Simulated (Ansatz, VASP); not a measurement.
One calculation of Pt, two programs

The input INCAR:

```
SYSTEM = Pt
ALGO = Fast
EDIFF = 1E-6
ENCUT = 520
GGA = PS
ISIF = 2
ISMEAR = 0
LASPH = .True.
LCHARG = .False.
LREAL = .False.
LWAVE = .False.
NBANDS = 17
NELM = 80
PREC = Accurate
SIGMA = 0.15
```

Contents of KPOINTS:

```
k-points
0
Gamma
  18 18 10
  0 0 0
```

Contents of POSCAR:

```
Pt
1.0
    2.7606656158      0.0000000000      0.0000000000
   -1.3803328079      2.3908065546      0.0000000000
    0.0000000000      0.0000000000      4.6004486400
Pt
2
Direct
    0.6666666667      0.3333333333      0.7500000000
    0.3333333333      0.6666666667      0.2500000000
```

Input for Ansatz:

```yaml
crystal:
  lattice:
    - [2.7606656158, 0.0, 0.0]
    - [-1.3803328079, 2.3908065546, 0.0]
    - [0.0, 0.0, 4.60044864]
  atoms:
    - { symbol: Pt, position: [0.6666666667, 0.3333333333, 0.75] }
    - { symbol: Pt, position: [0.3333333333, 0.6666666667, 0.25] }
basis:
  ecutwfc: 420
kpoints:
  mp_grid: { grid: [18, 18, 10] }
hamiltonian:
  xc: pbesol
scf:
  occupations: { method: gaussian, width: 0.15 }
output:
  forces: true
  stress: true
  eigenvalues: true
  write_density: true
  write_potential: true
  elf: true
  volumetric_format: npy
```

Change from the starting cell: strain +0.000 along x and y, -0.040 along z, atoms carried along.

Alike in both runs: task single point; functional PBEsol; k mesh 18 × 18 × 10; occupations gaussian, width 0.15 eV; no spin polarisation.

```csv
,VASP,Ansatz
version,VASP 6.6.1,Ansatz 0.2.0
potentials or method,"VASP PAW PBE potentials, release 64 (Pt)","scalar-relativistic, plane waves, PAW"
plane-wave cutoff (eV),520,420
valence electrons in the cell,20,36
```

VASP gave:

* gap on the k mesh at the Fermi level (eV): none
* pressure (GPa): -1.5
* largest component of the traceless stress (GPa): 4.08

**Question.** Which values does Ansatz return?

**Answer.** gap on the k mesh at the Fermi level (eV): none; pressure (GPa): -1.1; largest component of the traceless stress (GPa): 4.19.

A gap of «none» marks a metal or a gap that the smearing closes. The functional is the same, so the differences come from potentials, cutoffs and numerics. The two sets of potentials don't hold the same shells in valence.

Caveats: the PAW data sets were made with another functional, which shifts forces and pressure a little (VASP). The runs have no spin-orbit coupling, so splittings on Pt are missing.
